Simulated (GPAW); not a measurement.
The system is SiC (Moissanite).

```
Si C
1.0
     3.07600    0.00000    0.00000
    -1.53800    2.66389    0.00000
     0.00000    0.00000    5.04800
Si C
2 2
Direct
  0.66667 0.33333 0.50000
  0.33333 0.66667 0.00000
  0.66667 0.33333 0.88500
  0.33333 0.66667 0.38500
```

Base run:

| Quantity | Value |
| --- | --- |
| Program | GPAW 26.7.0 |
| Functional | SOGGA |
| Potentials or basis | PAW data sets generated in the run's folder for this functional |
| Cutoff | 800 eV |
| Basis | pw |
| k mesh | 7 × 7 × 4 |
| Occupations | fermi-dirac, width 0.05 eV |
| Spin | no spin polarisation |

Its results: pressure 1.2 GPa; largest force 0.758 eV/Å.

Q: The run is repeated on the same cell with these changes: functional from SOGGA to BP86; band points from 60 to 80. What comes out?

A: Pressure 6.0 GPa; largest force 0.768 eV/Å.
